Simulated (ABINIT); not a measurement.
# ZnS (Wurtzite-2H) (P6_3mc) in ABINIT: a series of runs, part 2 of 2

ABINIT 10.8.3 (patched build). The steps go on from the part before.

**4. Single point, PW91**

The input, run.abi:

```
# Pseudopotentials
pp_dirpath "./"
pseudos "Zn.GGA_PBE-JTH.xml, S.GGA_PBE-JTH.xml"

# Structure
acell 3*1.0 Angstrom
rprim
     3.8110000000     0.0000000000     0.0000000000
    -1.9055000000     3.3004228138     0.0000000000
     0.0000000000     0.0000000000     6.2340000000
ntypat 2
znucl 30 16
natom 4
typat 1 1 2 2
xred
     0.6666666667     0.3333333333     0.5000000000
     0.3333333333     0.6666666667     0.0000000000
     0.6666666667     0.3333333333     0.8850000000
     0.3333333333     0.6666666667     0.3850000000

# Plane-wave basis
ecut 26.0
pawecutdg 48.0
pawxcdev 0

# k points
kptopt 1
ngkpt 8 8 5
nshiftk 1
shiftk 0.0 0.0 0.0

# Exchange and correlation
ixc -109134

# Bands and occupations
nband 22
occopt 3
tsmear 0.05 eV

# SCF cycle
nstep 100
tolvrs 1.0e-9

# Output
iomode 3
prtwf 0
prtden 0
prteig 0
prtebands 0
```

Potentials or basis: JTH PAW PBE v2.0.

Command:

```sh
$ abinit run.abi > log 2>&1
```

run.abo:

```text
.Version 10.8.3 of ABINIT
 Symmetries : space group P6_3 m c (#186); Bravais hP (primitive hexag.)
================================================================================
 Values of the parameters that define the memory need of the present run
     intxc =       0    ionmov =       0      iscf =      17    lmnmax =      18
     lnmax =       6     mgfft =      60  mpssoang =       3    mqgrid =    3675
     natom =       4  nloc_mem =       2    nspden =       1   nspinor =       1
    nsppol =       1      nsym =      12    n1xccc =       1    ntypat =       2
    occopt =       3   xclevel =       2
       mpw =        3365          nfft =       77760          nkpt =          30
 PAW method is used; the additional fine FFT grid is defined by:
   mgfftf=        75    nfftf =    172800
================================================================================
================================================================================

--------------------------------------------------------------------------------
------------- Echo of variables that govern the present computation ------------
--------------------------------------------------------------------------------
 -outvars: echo values of preprocessed input variables --------
            acell      1.8897261259E+00  1.8897261259E+00  1.8897261259E+00 Bohr
              amu      6.53900000E+01  3.20660000E+01
             ecut      2.60000000E+01 Hartree
              ixc     -109134
         kptrlatt        8    0    0      0    8    0      0    0    5
          kptrlen      5.76139701E+01
            natom           4
[... 256 lines left out ...]
Total energy (eV)   : -1.19507349881838E+05
Total energy DC (eV): -1.19507349895779E+05
...

 Cartesian components of stress tensor (hartree/bohr^3)
  sigma(1 1)= -9.32181637E-05  sigma(3 2)=  0.00000000E+00
  sigma(2 2)= -9.32181637E-05  sigma(3 1)=  0.00000000E+00
  sigma(3 3)= -2.50962631E-05  sigma(2 1)=  0.00000000E+00

-Cartesian components of stress tensor (GPa)         [Pressure=  2.0745E+00 GPa]
- sigma(1 1)= -2.74257306E+00  sigma(3 2)=  0.00000000E+00
- sigma(2 2)= -2.74257306E+00  sigma(3 1)=  0.00000000E+00
- sigma(3 3)= -7.38357551E-01  sigma(2 1)=  0.00000000E+00

== END DATASET(S) ==============================================================
================================================================================

 -outvars: echo values of variables after computation  --------
            acell      1.8897261259E+00  1.8897261259E+00  1.8897261259E+00 Bohr
           etotal     -1.4958886081E+02
            fcart     -1.4955512865E-28 -8.6345693783E-29  6.2263747833E-03
                       1.4955512865E-28  8.6345693783E-29  6.2263747833E-03
                      -7.4777564323E-29 -4.3172846891E-29 -6.2263747833E-03
                       7.4777564323E-29  4.3172846891E-29 -6.2263747833E-03
            rprim      3.8110000000E+00  0.0000000000E+00  0.0000000000E+00
                      -1.9055000000E+00  3.3004228138E+00  0.0000000000E+00
                       0.0000000000E+00  0.0000000000E+00  6.2340000000E+00
           strten     -9.3218163729E-05 -9.3218163690E-05 -2.5096263063E-05
                       0.0000000000E+00  0.0000000000E+00  0.0000000000E+00
           xangst      1.9055000000E+00  1.1001409379E+00  3.1170000000E+00
                      -1.2540273692E-16  2.2002818759E+00  0.0000000000E+00
                       1.9055000000E+00  1.1001409379E+00  5.5170900000E+00
                      -1.2540273692E-16  2.2002818759E+00  2.4000900000E+00
             xred      6.6666666667E-01  3.3333333333E-01  5.0000000000E-01
                       3.3333333333E-01  6.6666666667E-01  0.0000000000E+00
                       6.6666666667E-01  3.3333333333E-01  8.8500000000E-01
                       3.3333333333E-01  6.6666666667E-01  3.8500000000E-01
 Calculation completed.
```

Wall time 2.7 min (1 thread of Arm Neoverse V2, shared host); peak memory 0.19 GiB.

What came out:

```yaml
Free_energy: -4070.5203 eV
Pressure: 2.1 GPa
Largest_force: 0.320 eV/Å
Band_gap_on_the_k_mesh: 2.21 eV, direct
Valence_electrons_inside_the_program's_atomic_spheres: Zn 10.81; S 3.63, 3.61
```

Forces on the atoms (eV/Å):
```
Zn   0.000  0.000  0.320
Zn   0.000  0.000  0.320
S    0.000  0.000 -0.320
S    0.000  0.000 -0.320
```

Levels at points of the mesh, in eV from the valence-band top:
```tsv
k point	band 15	band 16	band 17	band 18	band 19	band 20	band 21	band 22
(0.00, 0.00, 0.00)	-0.86	-0.01	-0.01	0.00	2.21	2.97	6.28	6.28
(0.50, 0.00, 0.00)	-3.15	-2.24	-1.56	-0.98	3.60	4.24	5.17	7.12
```

Caveat: the PAW data sets were made with another functional, which shifts forces and pressure a little.

**5. Single point, WC**

run.abi, as its differences from that of step 4:

```diff
@@ -32,3 +32,3 @@
 # Exchange and correlation
-ixc -109134
+ixc 23
```

Potentials or basis: JTH PAW PBE v2.0.

Command:

```sh
$ abinit run.abi > log 2>&1
```

run.abo:

```text
.Version 10.8.3 of ABINIT
 Symmetries : space group P6_3 m c (#186); Bravais hP (primitive hexag.)
================================================================================
 Values of the parameters that define the memory need of the present run
     intxc =       0    ionmov =       0      iscf =      17    lmnmax =      18
     lnmax =       6     mgfft =      60  mpssoang =       3    mqgrid =    3675
     natom =       4  nloc_mem =       2    nspden =       1   nspinor =       1
    nsppol =       1      nsym =      12    n1xccc =       1    ntypat =       2
    occopt =       3   xclevel =       2
       mpw =        3365          nfft =       77760          nkpt =          30
 PAW method is used; the additional fine FFT grid is defined by:
   mgfftf=        75    nfftf =    172800
================================================================================
================================================================================

--------------------------------------------------------------------------------
------------- Echo of variables that govern the present computation ------------
[... 284 lines left out ...]

 -outvars: echo values of variables after computation  --------
            acell      1.8897261259E+00  1.8897261259E+00  1.8897261259E+00 Bohr
           etotal     -1.4946369730E+02
            fcart     -1.4955512865E-28 -6.4759270337E-29  6.0097204879E-03
                       1.4955512865E-28  1.0793211723E-28  6.0097204879E-03
                      -0.0000000000E+00 -6.4759270337E-29 -6.0097204879E-03
                      -0.0000000000E+00  2.1586423446E-29 -6.0097204879E-03
            rprim      3.8110000000E+00  0.0000000000E+00  0.0000000000E+00
                      -1.9055000000E+00  3.3004228138E+00  0.0000000000E+00
                       0.0000000000E+00  0.0000000000E+00  6.2340000000E+00
           strten      2.2720907722E-05  2.2720907762E-05  8.5476291227E-05
                       0.0000000000E+00  0.0000000000E+00  0.0000000000E+00
           xangst      1.9055000000E+00  1.1001409379E+00  3.1170000000E+00
                      -1.2540273692E-16  2.2002818759E+00  0.0000000000E+00
                       1.9055000000E+00  1.1001409379E+00  5.5170900000E+00
                      -1.2540273692E-16  2.2002818759E+00  2.4000900000E+00
             xred      6.6666666667E-01  3.3333333333E-01  5.0000000000E-01
                       3.3333333333E-01  6.6666666667E-01  0.0000000000E+00
                       6.6666666667E-01  3.3333333333E-01  8.8500000000E-01
                       3.3333333333E-01  6.6666666667E-01  3.8500000000E-01
 Calculation completed.
```

Wall time 2.5 min (1 thread of Arm Neoverse V2, shared host); peak memory 0.19 GiB.

What came out:

| Property | Result |
| --- | --- |
| Free energy | -4067.1144 eV |
| Pressure | -1.3 GPa |
| Largest force | 0.309 eV/Å |
| Band gap on the k mesh | 2.07 eV, direct |
| Valence electrons inside the program's atomic spheres | Zn 10.81; S 3.61, 3.59 |

Forces in eV/Å, atoms in the order of the input:
```
Zn   0.000  0.000  0.309
Zn   0.000  0.000  0.309
S    0.000  0.000 -0.309
S    0.000  0.000 -0.309
```

Caveat: the PAW data sets were made with another functional, which shifts forces and pressure a little.

**6. The runs side by side**

```tsv
level	gap on the mesh (eV)	pressure (GPa)	largest force (eV/Å)
SCAN	2.73	-0.4	0.32
revPBE	2.36	4.1	0.32
PW91	2.21	2.1	0.32
WC	2.07	-1.3	0.31
```

Alike in all rows: task single point; potentials or basis JTH PAW PBE v2.0; no spin polarisation; cell as given; k mesh 8 × 8 × 5; cutoff (eV) 707; smearing fermi-dirac 0.05 eV.

On the cell as given the gap runs from 2.07 eV (WC) to 2.73 eV (SCAN). The pressure there spans -1.3 GPa (WC) to 4.1 GPa (revPBE); a positive pressure means that this level wants a larger cell, a negative one a smaller.

Caveats: the PAW data sets were made with another functional, which shifts forces and pressure a little; totals of a meta-GGA on PAW files have another zero than those of a GGA (some runs).

Absolute energies hang on the potentials; compare differences alone.

**7. Comparison with measurements**

Step 2. A measured gap of ZnS is 3.911 eV (direct; 4 K; a printed reference work, monograph); the calculated 2.73 eV misses it by -1.18 eV. The value is that of SCAN, without temperature or zero-point motion.

Step 3. Measured gap of ZnS: 3.911 eV (direct; 4 K; a printed reference work, monograph). This calculation gives 2.36 eV (-1.55 eV). The value is that of revPBE, without temperature or zero-point motion. Semilocal functionals fall short of measured gaps as a rule.

Step 4. Measured gap of ZnS: 3.911 eV (direct; 4 K; a printed reference work, monograph). This calculation gives 2.21 eV (-1.71 eV). The value is that of PW91, without temperature or zero-point motion. Semilocal functionals fall short of measured gaps as a rule.

Step 5. Against the measured gap of ZnS, 3.911 eV (direct; 4 K; a printed reference work, monograph), the calculated 2.07 eV is off by -1.84 eV. The value is that of WC, without temperature or zero-point motion. Semilocal functionals fall short of measured gaps as a rule.
